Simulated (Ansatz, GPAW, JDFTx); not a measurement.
One calculation of InAs, 3 ways

```
In As
1.0
     0.00000    3.01800    3.01800
     3.01800    0.00000    3.01800
     3.01800    3.01800    0.00000
In As
1 1
Direct
  0.00000 0.00000 0.00000
  0.75000 0.75000 0.75000
```

Alike in all runs: task single point; functional LDA; k mesh 8 × 8 × 8; occupations gaussian, width 0.02 eV; no spin polarisation; no spin-orbit coupling. A missing gap at this level doesn't show that the real crystal is a metal. LDA stands for any of its common fits. Pressure is positive in compression and, in plane waves, holds the error of the finite cutoff.

```tsv
program and potentials	plane-wave cutoff (eV)	notes	band gap (eV)	pressure (GPa)
Ansatz, all-electron LAPW, scalar-relativistic	-	-	no gap	-0.27
JDFTx, PseudoDojo-SR-LDA-0.4.1-standard with smoothed tails	1088	14 valence electrons an atom on average	?	?
GPAW, the program's PAW data sets (release 1.2.1) made for this functional	600	9 valence electrons an atom on average	no gap	-0.51
```

Q: Estimate from the other rows what the run with JDFTx, PseudoDojo-SR-LDA-0.4.1-standard with smoothed tails gave.

A: No band gap; pressure -0.47 GPa. The other rows, which needn't bracket it: pressure -0.51 to -0.27.
